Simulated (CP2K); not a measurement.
Crystal: PbS (Galena).

```
Pb S
1.0
     4.19420    0.00000    0.00000
     2.09710    3.63229    0.00000
     2.09710    1.21076    3.42455
Pb S
1 1
Direct
  0.00000 0.00000 0.00000
  0.50000 0.50000 0.50000
```

Base run:

| Quantity | Value |
| --- | --- |
| Program | CP2K 2026.2 |
| Functional | PW91 |
| Potentials or basis | POTENTIAL_UZH Pb GTH-PBE-q4, S GTH-PBE-q6; TZVP-MOLOPT-PBE-GTH basis |
| Density cutoff | 9184 eV |
| k mesh | 8 × 8 × 8 |
| Occupations | fermi-dirac, width 0.05 eV |
| Spin | no spin polarisation |

Its results: band gap on the k mesh 0.25 eV, direct; pressure 3.0 GPa.

Question: The run is repeated on the same cell with these changes: functional from PW91 to AM05. What comes out?

Answer: Band gap on the k mesh 0.13 eV, direct; pressure 1.6 GPa.

AM05 binds more tightly than PW91, so the same cell stands under less pressure.

Caveats: the potentials were made for another functional, which shifts forces and pressure; spin-orbit coupling is left out, which as a rule narrows the gap of such compounds by several tenths of an eV; the basis of atomic orbitals isn't converged, which shifts pressures, moduli and gaps.

Not every run made on this cell is shown here.
